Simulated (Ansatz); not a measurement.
# SiNi (Pnma) in Ansatz: band structure with PBE

Aim: the band structure of SiNi with PBE.

Everything below comes from runs of Ansatz 0.2.0. Logs are shortened: lines on timing, memory, paths and dates and some standing lists are left out, and cuts for length are marked.

### Step 1. Starting point

It takes space group Pnma (No. 62, orthorhombic). Conventional cell: a = 5.173 Å, b = 3.338 Å, c = 5.605 Å, α = 90.00°, β = 90.00°, γ = 90.00°. Around Ni (site symmetry m) lie 6 Si at 2.28 to 2.40 Å. Si (site symmetry m) has 6 Ni at 2.28 to 2.40 Å as nearest neighbours.

### Step 2. Band structure, PBE, collinear spin, ferromagnetic start

input.yaml reads:

```yaml
crystal:
  lattice:
    - [5.1731, 0.0, 0.0]
    - [0.0, 3.3381, 0.0]
    - [0.0, 0.0, 5.6049]
  atoms:
    - { symbol: Ni, position: [0.99221, 0.75, 0.81248], spin: 1.0 }
    - { symbol: Ni, position: [0.50779, 0.25, 0.31248], spin: 1.0 }
    - { symbol: Ni, position: [0.49221, 0.75, 0.68752], spin: 1.0 }
    - { symbol: Ni, position: [0.00779, 0.25, 0.18752], spin: 1.0 }
    - { symbol: Si, position: [0.67872, 0.25, 0.9175] }
    - { symbol: Si, position: [0.82128, 0.75, 0.4175] }
    - { symbol: Si, position: [0.17872, 0.25, 0.5825] }
    - { symbol: Si, position: [0.32128, 0.75, 0.0825] }
hamiltonian:
  xc: pbe
  pseudopotentials: { kind: paw }
magnetization:
  spin_polarized: true
kpoints:
  mp_grid: { grid: [5, 8, 5] }
  band_path:
    path:
      - [[0.0, 0.0, 0.0], [0.0, -0.5, 0.0], [-0.5, -0.5, 0.0], [-0.5, 0.0, 0.0], [0.0, 0.0, 0.0], [0.0, 0.0, -0.5], [0.0, -0.5, -0.5], [-0.5, -0.5, -0.5], [-0.5, 0.0, -0.5], [0.0, 0.0, -0.5]]
      - [[-0.5, 0.0, 0.0], [-0.5, 0.0, -0.5]]
      - [[0.0, -0.5, -0.5], [0.0, -0.5, 0.0]]
      - [[-0.5, -0.5, 0.0], [-0.5, -0.5, -0.5]]
    npoints: 10
scf:
  occupations: { method: fermi_dirac, width: 0.05 }
  n_extra_bands: 20
output:
  forces: true
  stress: true
  eigenvalues: true
  fatbands: false
  write_density: true
  write_potential: true
  elf: true
  volumetric_format: npy
```

Potentials or basis: Ansatz PAW.

The run is started by

```console
$ ansatz run input.yaml --threads 4 --pin off --max-ram 11264MiB --backend cpu --events-out ev --progress --plain --runs-dir out
```

Output:

```text
Warning: RAYON_NUM_THREADS=4 ignored (pool sized by the plan → 4); use --threads N
scf.n_extra_bands = 20 over 44 filled bands (N_el = 88.0): the run solves 64 bands
Engine: ansatz 0.2.0, aarch64-unknown-linux-gnu
Pseudopotentials: kind: paw
Pseudopotential: Ni, paw, valence charge 18, recommended cutoff 420 eV (normal), Ni.paw.azcp
Pseudopotential: Si, paw, valence charge 4, recommended cutoff 420 eV (normal), Si.paw.azcp
Functional definition: PBE
  parameter kappa = 0.804
  parameter beta = 0.06672455060314922
  exchange = pbe_x(kappa = kappa, mu = beta*pi^2/3)
  correlation = pbe_c(beta = beta)
Crystal: 8 atoms, lattice volume = 96.787 Å³
Basis set: ecut = 420 eV, 1905 PW (Γ), exchange–correlation on 72×48×80 points (8 copies of the dense FFT grid, shifted against one another)
Bands: 64, of which v1, the nominal top of the filled ones, is band 44 counted from 1 (43 counted from 0)
Symmetry: 8 space group operations
Space group: Pnma (ITA 62), of the structure as read, at distance tolerance 4.6e-5 Å
Magnetic group: BNS 62.441 (UNI 539), of the structure as read, at distance tolerance 4.6e-5 Å
k-points: 45 of 200
Non-local potential: Ni, projectors of the file, l = 0: 3, l = 1: 2, l = 2: 3, l = 3: 1
Non-local potential: Si, projectors of the file, l = 0: 2, l = 1: 2, l = 2: 2
PAW form: soft (Blöchl's): semilocal exchange-correlation on the pseudo side does not see the compensation charge
PAW one-centre angular grid: Ni, 590 points (default); XC on 64 Gauss nodes
PAW one-centre angular grid: Si, 110 points (default); XC on 64 Gauss nodes
Initial density: superposition of atomic densities (chi_scale 0.1, normalization cell)
Starting moments: Σ|m| = 4 μB on 4 of 8 sites
Initial wavefunctions: pseudopotential atomic-orbital guess
Functional: x = pbe(κ = 0.804, μ = 0.2195149727645171), c = pbe(β = 0.06672455060314922)
SCF iter   1: F=—  HF=-25902.032449 eV  |F-HF|=—  |Δ(HF+E_count)|=         —  Δρ=1.20e-1 (↑1.20e-1 ↓5.62e-2)  dr2=3.62e0  dr2_m=6.28e0  M=0.303 μB ∫|m|=0.556 μB  β_m=0.30  ethr=3.10e-3  ⟨swp⟩=5.7  Hψ=22599  notcnv=0  defer=291
Mixer restart at iter 1: flushing history
preconditioner: auto → Kerker (q_TF=auto, 2.685 Å⁻¹)  [metal: Δε(μ)=0.006 eV  Ē_g=9.922 eV  σ=0.050 eV  W_gap=0.03  n_scr=38 (ndim 8)  ℏωp=28.2 eV  f_vac=0.000  D(μ)=2.86/eV (n_scr^D=20)]
spin=Collinear: Kerker preconditioning applied to the charge; magnetization (m = ρ↑ − ρ↓) channel mixes plain (no charge-response kernel on spin).
SCF iter   2: F=—  HF=-25900.827572 eV  |F-HF|=—  |Δ(HF+E_count)|=    1.20e0  Δρ=8.29e-2 (↑4.79e-2 ↓8.29e-2)  dr2=1.89e0  dr2_m=3.56e0  M=0.182 μB ∫|m|=0.372 μB  β_m=0.46  ethr=3.10e-3  ⟨swp⟩=2.3  Hψ=9215  notcnv=0  defer=1053
SCF iter   3: F=—  HF=-25904.179456 eV  |F-HF|=—  |Δ(HF+E_count)|=    3.35e0  Δρ=4.72e-2 (↑3.16e-2 ↓4.72e-2)  dr2=9.47e-1  dr2_m=1.27e0  M=0.093 μB ∫|m|=0.227 μB  β_m=0.73  ethr=2.15e-3  ⟨swp⟩=2.1  Hψ=8305  notcnv=0  defer=1022
SCF iter   4: F=—  HF=-25906.423790 eV  |F-HF|=—  |Δ(HF+E_count)|=    2.24e0  Δρ=2.23e-2 (↑2.17e-2 ↓2.23e-2)  dr2=1.69e0  dr2_m=2.22e-4  M=-0.001 μB ∫|m|=0.023 μB  β_m=0.74  ethr=1.08e-3  ⟨swp⟩=2.5  Hψ=8816  notcnv=0  defer=1080
SCF iter   5: F=—  HF=-25906.135474 eV  |F-HF|=—  |Δ(HF+E_count)|=   2.88e-1  Δρ=6.09e-3 (↑6.09e-3 ↓4.34e-3)  dr2=4.80e-2  dr2_m=8.57e-4  M=0.002 μB ∫|m|=0.011 μB  β_m=0.87  ethr=1.08e-3  ⟨swp⟩=2.1  Hψ=8253  notcnv=0  defer=1075
SCF iter   6: F=—  HF=-25906.145919 eV  |F-HF|=—  |Δ(HF+E_count)|=   1.04e-2  Δρ=2.83e-3 (↑1.17e-3 ↓2.83e-3)  dr2=9.73e-3  dr2_m=7.74e-4  M=-0.004 μB ∫|m|=0.010 μB  β_m=0.93  ethr=5.45e-5  ⟨swp⟩=2.7  Hψ=9454  notcnv=0  defer=1070
SCF iter   7: F=—  HF=-25906.147498 eV  |F-HF|=—  |Δ(HF+E_count)|=   1.58e-3  Δρ=4.81e-4 (↑4.81e-4 ↓2.70e-4)  dr2=4.18e-4  dr2_m=1.38e-5  M=-0.000 μB ∫|m|=0.002 μB  β_m=0.97  ethr=1.11e-5  ⟨swp⟩=2.0  Hψ=8253  notcnv=0  defer=1070
SCF iter   8: F=—  HF=-25906.147477 eV  |F-HF|=—  |Δ(HF+E_count)|=   2.08e-5  Δρ=5.06e-5 (↑4.84e-5 ↓5.06e-5)  dr2=9.73e-6  dr2_m=7.61e-8  M=0.000 μB ∫|m|=0.000 μB  β_m=0.98  ethr=4.75e-7  ⟨swp⟩=1.4  Hψ=6487  notcnv=0  defer=1070
SCF iter   9: F=—  HF=-25906.147477 eV  |F-HF|=—  |Δ(HF+E_count)|=   3.46e-7  Δρ=2.70e-5 (↑2.70e-5 ↓1.87e-5)  dr2=1.46e-6  dr2_m=2.28e-8  M=0.000 μB ∫|m|=0.000 μB  β_m=0.99  ethr=1.11e-8  ⟨swp⟩=2.3  Hψ=8901  notcnv=0  defer=1070
SCF iter  10: F=—  HF=-25906.147476 eV  |F-HF|=—  |Δ(HF+E_count)|=   1.84e-7  Δρ=3.63e-6 (↑3.36e-6 ↓3.63e-6)  dr2=4.25e-8  dr2_m=7.97e-11  M=-0.000 μB ∫|m|=0.000 μB  β_m=1.00  ethr=1.66e-9  ⟨swp⟩=2.4  Hψ=9031  notcnv=0  defer=1070
SCF iter  11: F=-25906.147476 eV  HF=-25906.147476 eV  |F-HF|=2.32e-8  |Δ(HF+E_count)|=   3.30e-9  Δρ=2.91e-6 (↑2.73e-6 ↓2.91e-6)  dr2=2.18e-8  dr2_m=8.66e-12  M=0.000 μB ∫|m|=0.000 μB  ethr=4.83e-11  ⟨swp⟩=12.1  Hψ=39286  notcnv=0
SCF 1 converged in 11 iterations: F = -25906.147476 eV  dr2 = 2.18e-8
WARN: the starting moments were not kept: the SCF closed with an absolute magnetisation of 4.5e-6 μB, where they sum to 4 μB in size (4 sites). That is at most 0.1 of that sum. Measured as dr2_m measures the in/out step, that magnetisation stands 5.4e-12 eV from none, at or under the dr2_threshold of 1.0e-7 eV: it is no larger than a step whose dr2_m would equal this threshold. The system may hold no moment; this SCF shows only that its start led to no more than that. To try another start: raise the starting moments (crystal.atoms[].spin, magnetization.per_species, magnetization.initial_magnetization, or on a non-collinear deck that types none of these the spinor_matrix: blocks that start its atoms; where the total moment is fixed, keep their sum and leave initial_magnetization as it is; typed ones take the place of any that the run laid by itself, positive ones on a crystal's lanthanoids without a Hubbard term where scf.initial_density.shell_occupations: [] is typed) or, if the notice of its spin-set hold's release reads "site moments contracting" or "site moments show no strong build", lengthen the hold (scf.mixing.spin_hold: { on: { confirm: 4 } }; for m-r²SCAN on two components see the key's manual first). Each may lead to a state that holds a moment. A second SCF, from the converged charge density, with the starting moments and any scf.initial_density.shell_occupations laid on it anew, would have followed, and was not run: the deck does not ask for one (magnetization.retry_lost_moments is false, the default). To let it run, set magnetization.retry_lost_moments: true and run the deck again, where that key's refused combinations let it; where memory then withholds it, that run's warning says so.
NSCF: frozen V_eff on 124 k-points
SCF converged after 11 iterations
Magnetization: 0.0000 μB (44.0000 up, 44.0000 down)
Absolute magnetization: 0.0000 μB (∫|ρ↑−ρ↓|, with the PAW one-centre terms)
Spin contamination: 0.0000 ħ² per cell (⟨S²⟩ above its minimum at these occupations)
Per-site moments (μB) at R_I (Å): [(5.4086565007878e-7, 0.9395906128967046), (5.408656500684447e-7, 0.9395906128967049), (5.408656498994387e-7, 0.9395906128967049), (5.408656501371613e-7, 0.9395906128967049), (-6.083467805146326e-8, 0.9395906128967049), (-6.083467777598129e-8, 0.9395906128967049), (-6.08346778911163e-8, 0.9395906128967049), (-6.083467775895748e-8, 0.9395906128967046)]
Free energy (F): -25906.147476 eV
Harris-Foulkes:  -25906.147476 eV  (|F-HF|=2.32e-8)
Internal energy: -25906.129288 eV  (E = F + TS)
E sigma→0 (E₀):  -25906.138382 eV
Entropy (-TS):   -0.018188 eV (-2.274 meV/atom)
Fermi energy:    14.762777 eV
--- Per-component energies (eV) ---
  E_band       = -1302.639645
  E_kinetic    = 1310.670643
  E_local      = -17841.413789  (includes V_loc(G=0)·N_el)
  E_nonlocal   = 2636.191656
  E_hartree    = 7669.363292
  E_xc         = -569.542263
  E_vxc        = -637.448489  (∫ρ·V_xc dr)
  E_paw        = -8568.285537  (= ΣΔE_a)
  E_vpaw       = -2109.342708  (= ΣTr[D̂ρ^β])
  E_aug_tail   = 0.002250  (compensation charges beyond the density's cutoff)
  E_ewald      = -10543.115540
  E_smearing   = -0.018188  (= −TS)
  E_closure    = -0.000000  (closes the sum)
  Σ components = -25906.147476   (vs F -25906.147476, Δ=0.00e0)
--- Forces (eV/Å), atoms counted from 1 ---
  atom   1  Ni    -0.02959735    -0.00000000    -0.04390292
  atom   2  Ni     0.02959735    -0.00000000    -0.04390292
  atom   3  Ni    -0.02959735     0.00000000     0.04390292
  atom   4  Ni     0.02959735     0.00000000     0.04390292
  atom   5  Si    -0.00839435    -0.00000000    -0.03481487
  atom   6  Si     0.00839435     0.00000000    -0.03481487
  atom   7  Si    -0.00839435    -0.00000000     0.03481487
  atom   8  Si     0.00839435     0.00000000     0.03481487
  max |Σ_I F_I| component: 2.08e-17 eV/Å
--- Stress (GPa, compression-positive) ---
        0.089838       0.000000      -0.000000
        0.000000       3.253546      -0.000000
       -0.000000      -0.000000       1.900107
  P = ⅓ Tr σ = 1.7478 GPa (17.478 kbar)
--- Band table (eV; the first three rows and the last of 90) ---
  k-point 0 ↑: bands = ["-89.1905", "-89.1866", "-89.1864", "-89.1825", "-49.6516", "-49.6463", "-49.6324", "-49.6188", "-49.6069", "-49.6015", "-49.5652", "-49.5622", "-49.5566", "-49.5518", "-49.5399", "-49.5351", "1.6928", "5.0115", "6.3558", "6.8540", "8.1631", "8.6493", "10.3450", "10.7554", "10.8212", "10.8395", "10.8428", "10.8812", "11.0959", "11.4202", "11.6340", "11.7664", "11.8890", "12.0441", "12.3318", "12.4176", "12.4928", "12.6008", "12.6677", "12.7820", "12.8648", "13.5519", "13.7272", "13.7450", "15.2801", "15.9553", "18.1115", "18.7644", "18.9038", "19.4316", "19.6171", "20.8303", "21.1132", "21.4480", "21.5552", "21.6834", "23.1799", "23.8076", "24.5542", "24.6885", "24.9339", "25.4529", "25.5269", "25.8365"]
  k-point 1 ↑: bands = ["-89.1903", "-89.1877", "-89.1853", "-89.1827", "-49.6511", "-49.6470", "-49.6312", "-49.6204", "-49.6060", "-49.6018", "-49.5649", "-49.5625", "-49.5562", "-49.5524", "-49.5393", "-49.5355", "1.8743", "4.3023", "6.8037", "6.9403", "8.0568", "9.1814", "9.7756", "10.6053", "10.6955", "10.8175", "10.8793", "11.1113", "11.1606", "11.4932", "11.6520", "11.6881", "11.9748", "12.1760", "12.3082", "12.3144", "12.3276", "12.5569", "12.5796", "12.7626", "13.1100", "13.3784", "13.7403", "14.2555", "15.5390", "16.4443", "17.4595", "18.4577", "18.9939", "19.1998", "19.2565", "20.8261", "21.3023", "21.5146", "21.6586", "21.6972", "23.5682", "23.5787", "23.7236", "23.8439", "24.0750", "25.0540", "25.9527", "26.2151"]
  k-point 2 ↑: bands = ["-89.1898", "-89.1889", "-89.1842", "-89.1833", "-49.6500", "-49.6484", "-49.6280", "-49.6240", "-49.6043", "-49.6028", "-49.5642", "-49.5632", "-49.5552", "-49.5538", "-49.5380", "-49.5366", "2.4083", "3.2559", "7.1650", "7.2904", "7.9937", "8.7156", "10.0352", "10.4134", "10.8785", "10.9489", "10.9628", "11.1055", "11.4008", "11.5877", "11.6328", "11.6341", "11.9299", "11.9488", "12.0941", "12.1360", "12.4515", "12.6104", "12.7005", "12.7400", "13.1225", "13.2847", "14.0332", "15.0486", "15.2277", "16.3466", "17.5019", "18.1723", "18.8739", "19.2346", "20.0217", "20.5562", "20.6155", "20.6924", "21.7161", "22.1638", "22.2264", "22.9849", "23.2513", "23.4681", "24.7866", "25.2721", "25.7296", "26.8924"]
  k-point 44 ↓: bands = ["-89.1870", "-89.1870", "-89.1858", "-89.1858", "-49.6387", "-49.6387", "-49.6365", "-49.6365", "-49.5920", "-49.5920", "-49.5789", "-49.5789", "-49.5477", "-49.5477", "-49.5462", "-49.5462", "5.9036", "5.9036", "6.2030", "6.2030", "8.1409", "8.1409", "8.6424", "8.6424", "10.9908", "10.9908", "11.0726", "11.0726", "11.2859", "11.2859", "11.5133", "11.5133", "12.0208", "12.0208", "12.1553", "12.1553", "12.5605", "12.5605", "12.6500", "12.6500", "12.8510", "12.8510", "12.8923", "12.8923", "16.4148", "16.4148", "17.3009", "17.3009", "17.9542", "17.9542", "18.6543", "18.6543", "20.1609", "20.1609", "20.6561", "20.6561", "21.7916", "21.7916", "22.5632", "22.5632", "25.3497", "25.3497", "27.4281", "27.4281"]
```

Wall time 26 s (4 threads of Arm Neoverse V2, shared host); peak memory 0.9 GiB.

What came out:

* Free energy: -25906.1475 eV
* Pressure: 1.7 GPa
* Largest force: 0.053 eV/Å
* Band gap on the k mesh: none (metal or under the smearing width)
* Net moment: 0.00 μB per cell
* Absolute moment: 0.00 μB per cell

Forces on the atoms (eV/Å):
```
Ni  -0.030  0.000 -0.044
Ni   0.030  0.000 -0.044
Ni  -0.030  0.000  0.044
Ni   0.030  0.000  0.044
Si  -0.008  0.000 -0.035
Si   0.008  0.000 -0.035
Si  -0.008  0.000  0.035
Si   0.008  0.000  0.035
```

Stress tensor (GPa, compression positive):
```
0.09 0.00 0.00
0.00 3.25 0.00
0.00 0.00 1.90
```

Levels at the corners of the path, in eV from the Fermi level:
Spin up:
```tsv
point	band 41	band 42	band 43	band 44	band 45	band 46	band 47	band 48
Γ	-1.90	-1.21	-1.04	-1.02	0.52	1.19	3.35	4.00
X	-1.88	-1.88	-1.47	-1.47	-0.64	-0.64	1.95	1.95
S	-1.73	-1.73	-1.73	-1.73	0.46	0.46	0.46	0.46
Y	-1.89	-1.89	0.89	0.89	1.14	1.14	3.73	3.73
Γ	-1.90	-1.21	-1.04	-1.02	0.52	1.19	3.35	4.00
Z	-1.54	-1.54	-0.31	-0.31	1.01	1.01	3.24	3.24
U	-1.97	-1.97	-1.74	-1.74	0.09	0.09	1.28	1.28
R	-1.89	-1.89	-1.89	-1.89	2.51	2.51	2.51	2.51
T	-1.14	-1.14	0.65	0.65	2.36	2.36	2.79	2.79
Z	-1.54	-1.54	-0.31	-0.31	1.01	1.01	3.24	3.24
Y	-1.89	-1.89	0.89	0.89	1.14	1.14	3.73	3.73
T	-1.14	-1.14	0.65	0.65	2.36	2.36	2.79	2.79
U	-1.97	-1.97	-1.74	-1.74	0.09	0.09	1.28	1.28
X	-1.88	-1.88	-1.47	-1.47	-0.64	-0.64	1.95	1.95
S	-1.73	-1.73	-1.73	-1.73	0.46	0.46	0.46	0.46
R	-1.89	-1.89	-1.89	-1.89	2.51	2.51	2.51	2.51
```
Spin down:
| point | band 40 | band 41 | band 42 | band 43 | band 44 | band 45 | band 46 | band 47 | band 48 | band 49 |
| --- | --- | --- | --- | --- | --- | --- | --- | --- | --- | --- |
| Γ | -1.98 | -1.90 | -1.21 | -1.04 | -1.02 | 0.52 | 1.19 | 3.35 | 4.00 | 4.14 |
| X | -2.11 | -1.88 | -1.88 | -1.47 | -1.47 | -0.64 | -0.64 | 1.95 | 1.95 | 2.50 |
| S | -2.05 | -1.73 | -1.73 | -1.73 | -1.73 | 0.46 | 0.46 | 0.46 | 0.46 | 4.16 |
| Y | -2.00 | -1.89 | -1.89 | 0.89 | 0.89 | 1.14 | 1.14 | 3.73 | 3.73 | 4.47 |
| Γ | -1.98 | -1.90 | -1.21 | -1.04 | -1.02 | 0.52 | 1.19 | 3.35 | 4.00 | 4.14 |
| Z | -2.11 | -1.54 | -1.54 | -0.31 | -0.31 | 1.01 | 1.01 | 3.24 | 3.24 | 4.39 |
| U | -2.00 | -1.97 | -1.97 | -1.74 | -1.74 | 0.09 | 0.09 | 1.28 | 1.28 | 2.31 |
| R | -2.19 | -1.89 | -1.89 | -1.89 | -1.89 | 2.51 | 2.51 | 2.51 | 2.51 | 3.45 |
| T | -2.14 | -1.14 | -1.14 | 0.65 | 0.65 | 2.36 | 2.36 | 2.79 | 2.79 | 2.84 |
| Z | -2.11 | -1.54 | -1.54 | -0.31 | -0.31 | 1.01 | 1.01 | 3.24 | 3.24 | 4.39 |
| Y | -2.00 | -1.89 | -1.89 | 0.89 | 0.89 | 1.14 | 1.14 | 3.73 | 3.73 | 4.47 |
| T | -2.14 | -1.14 | -1.14 | 0.65 | 0.65 | 2.36 | 2.36 | 2.79 | 2.79 | 2.84 |
| U | -2.00 | -1.97 | -1.97 | -1.74 | -1.74 | 0.09 | 0.09 | 1.28 | 1.28 | 2.31 |
| X | -2.11 | -1.88 | -1.88 | -1.47 | -1.47 | -0.64 | -0.64 | 1.95 | 1.95 | 2.50 |
| S | -2.05 | -1.73 | -1.73 | -1.73 | -1.73 | 0.46 | 0.46 | 0.46 | 0.46 | 4.16 |
| R | -2.19 | -1.89 | -1.89 | -1.89 | -1.89 | 2.51 | 2.51 | 2.51 | 2.51 | 3.45 |

Caveat: the starting moments weren't kept.
